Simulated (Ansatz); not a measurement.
# ZnF2: XPS core lines

Cell: a structure deposited in the COD whose atoms were relaxed with PBE, the cell held, repeated to a supercell; a hole's nearest image is 6.7 Å away.

Space group P4_2/mnm (No. 136); a = 4.7048, c = 3.1338 Å.

| site | Wyckoff | site symmetry | x | y | z |
| --- | --- | --- | --- | --- | --- |
| Zn1 | 2a | m.mm | 0.0000 | 0.0000 | 0.0000 |
| F13 | 4f | m.2m | 0.3024 | 0.3024 | 0.0000 |

One atom of each set is listed; the run and its k-mesh use a cell of 36 atoms with edges of 6.65, 6.65, 9.40 Å.

Method: Kohn–Sham DFT in Ansatz, PBE, plane waves and PAW, scalar-relativistic, 420 eV cutoff, Γ-centred 3×3×2 k-points, fixed occupations.

Each value is a total-energy difference between the cell with one core hole and the ground state (ΔSCF), counted from the top of the valence band. The cell with the hole is spin-polarised, as the shell with the hole is left with one unpaired spin. The periodic images are corrected with the calculated ε∞ = 2.53, 2.53, 2.64.

Problem. What binding energies does the calculation give for Zn 2p, F 1s?

Solution. 

| line | atom | first shell | E_B (eV) | j = l + ½ / j = l − ½ (eV) |
| --- | --- | --- | --- | --- |
| Zn 2p | 1 | 6 F at 2.01–2.05 Å | 1023.7 | 1015.9 / 1039.3 |
| F 1s | 13 | 3 Zn at 2.01–2.05 Å | 681.5 | – |

For p, d and f shells E_B is the weighted mean of the two lines, whose splitting comes from the free atom's Dirac orbitals.

The program doubts some values: the potential far from the hole hasn't levelled off. Absolute PBE values can be off by an eV or more. Multiplets, satellites and widths aren't calculated.

The cell isn't at the calculated equilibrium (pressure 6 GPa in the ground-state run).
